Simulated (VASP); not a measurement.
# WC: relaxation of cell and atoms with LDA

The system is WC.

```
W C
1.0
     0.00000    2.88680    2.88680
     2.88680    0.00000    2.88680
     2.88680    2.88680    0.00000
W C
2 2
Cartesian
  2.8868 2.8868 2.8868
  4.3302 4.3302 4.3302
  0.0000 0.0000 0.0000
  1.4434 1.4434 1.4434
```

The cell was built by a generator and needn't be a form met in nature.

- Program: VASP 6.6.1
- Task: relaxation of cell and atoms
- Functional: LDA
- Potentials or basis: VASP PAW LDA potentials, release 64 (W_sv, C)
- Cutoff: 600 eV
- k mesh: 6 × 6 × 6
- Occupations: fermi-dirac, width 0.05 eV
- Spin: no spin polarisation
- Target pressure: 30 GPa
- Further INCAR settings: ALGO = Normal; EDIFF = 1e-06; IBRION = 2; EDIFFG = -0.02; NSW = 60; ISIF = 3
- Target pressure: 30 GPa

```json
{
  "Relaxed volume": "10.55 Å³/atom",
  "Relaxed cell": "a = 3.908 Å, b = 3.908 Å, c = 3.908 Å, α = 60.00°, β = 60.00°, γ = 60.00°",
  "Space group after relaxing (to 0.05 Å)": "Fd-3m (No. 227)",
  "Energy change on relaxing (the enthalpy is what falls)": "+68.1 meV/atom",
  "Ionic steps": "5",
  "Pressure after relaxing": "30.0 GPa",
  "Band gap on the k mesh": "none (metal or under the smearing width)"
}
```

Step by step:
| step | energy change (eV) | largest force (eV/Å) | pressure (GPa) | volume (Å³) |
| --- | --- | --- | --- | --- |
| 1 | 0.0000 | 0.0000 | -10.73 | 48.11 |
| 2 | 10.4457 | 0.0000 | 297.30 | 29.81 |
| 3 | 0.1410 | 0.0000 | 22.78 | 42.99 |
| 4 | 0.2282 | 0.0000 | 27.72 | 42.43 |
| 5 | 0.2724 | 0.0000 | 30.01 | 42.19 |

Final structure:
```
W C
1.0
     0.00000    2.76303    2.76303
     2.76303    0.00000    2.76303
     2.76303    2.76303    0.00000
W C
2 2
Direct
  0.50000 0.50000 0.50000
  0.75000 0.75000 0.75000
  0.00000 0.00000 0.00000
  0.25000 0.25000 0.25000
```

Levels at points of the mesh, in eV from the Fermi level:
```
           k point  band 16  band 17  band 18  band 19  band 20  band 21
(0.00, 0.00, 0.00)    -3.34    -3.34    -3.34     1.71     1.71     1.71
(0.50, 0.00, 0.00)    -2.57     0.72     0.72     1.69     1.69     1.86
(0.50, 0.50, 0.00)    -1.83    -0.53    -0.53    -0.18    -0.18     0.30
```

Run time: 75 s on 1 thread of Intel(R) Xeon(R) Platinum 8488C (Sapphire Rapids), on a shared host, peak memory 0.19 GiB.

Caveat: the cell is relaxed towards a set pressure, so the enthalpy falls and the energy may rise. The run has no spin-orbit coupling, so splittings on W are missing.
